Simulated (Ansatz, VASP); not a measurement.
TiB2: VASP beside Ansatz

```
Ti B
1.0
     2.93793    0.00000    0.00000
    -1.46896    2.54432    0.00000
     0.00000    0.00000    3.07923
Ti B
1 2
Direct
  0.00000 0.00000 0.00000
  0.33333 0.66667 0.50000
  0.66667 0.33333 0.50000
```

Alike in both runs: functional LDA; k mesh 10 × 10 × 9; occupations fermi-dirac, width 0.1 eV; no spin polarisation.

Ansatz relaxed the structure, and its values are those at the end. VASP's run is a single point on that final structure, the one shown.

|  | VASP | Ansatz |
| --- | --- | --- |
| version | VASP 6.6.1 | Ansatz 0.2.0 |
| potentials or method | VASP PAW LDA potentials, release 64 (Ti_sv, B) | plane waves, PAW |
| plane-wave cutoff (eV) | 520 | 420 |
| valence electrons in the cell | 18 | 18 |

|  | VASP | Ansatz | Ansatz less VASP |
| --- | --- | --- | --- |
| pressure (GPa) | 20.7 | 20.0 | -0.71 |

Caveats: so large a pressure means that the cell lies far from this level's equilibrium, or that cutoff or potentials fall short (VASP).
